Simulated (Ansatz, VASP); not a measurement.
# Ag: VASP beside Ansatz

```
Ag
1.0
     0.00000    2.04275    2.04275
     2.04275    0.00000    2.04275
     2.04275    2.04275    0.00000
Ag
1
Direct
  0.00000 0.00000 0.00000
```

Alike in both runs: task single point; functional LDA; k mesh 8 × 8 × 8; occupations methfessel-paxton of order 1, width 0.1 eV; non-collinear spin, spin-orbit coupling.

|  | VASP | Ansatz |
| --- | --- | --- |
| version | VASP 6.6.1 | Ansatz 0.2.0 |
| potentials or method | VASP PAW LDA potentials, release 64 (Ag), cutoff 520 eV | all-electron LAPW, relativistic spinors |

Ansatz gave:

| Property | Result |
| --- | --- |
| gap on the k mesh at the Fermi level (eV) | none |
| pressure (GPa) | -6.9 |
| net moment per atom (μB) | 0.00 |

Q: What did VASP give for the same quantities?

A: gap on the k mesh at the Fermi level (eV): none; pressure (GPa): -6.7; net moment per atom (μB): 0.00.

A gap of «none» marks a metal or a gap that the smearing closes. Ansatz ran all-electron here, so the differences hold the error of VASP's frozen core and of both bases.

Caveats: the k mesh is thin for a metal, which can move the energy by tens of meV per atom (Ansatz).
